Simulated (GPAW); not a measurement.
The system is Al.

```
Al
1.0
     2.86351    0.00000    0.00000
     1.43175    2.47987    0.00000
     1.43175    0.82662    2.33804
Al
1
Direct
  0.00000 0.00000 0.00000
```

Base run:

```yaml
Program: GPAW 26.7.0
Functional: PW91
Potentials_or_basis: PAW data sets generated in the run's folder for this functional
Cutoff: 600 eV
Basis: pw
k_mesh: 11 × 11 × 11
Occupations: fermi-dirac, width 0.05 eV
Spin: no spin polarisation
```

Its results: pressure 0.1 GPa.

Problem. The run is repeated on the same cell with these changes: functional from PW91 to BLYP. What comes out?

Solution. Pressure 3.0 GPa.

BLYP binds less tightly than PW91, so the same cell stands under more pressure.

Not every run made on this cell is shown here.
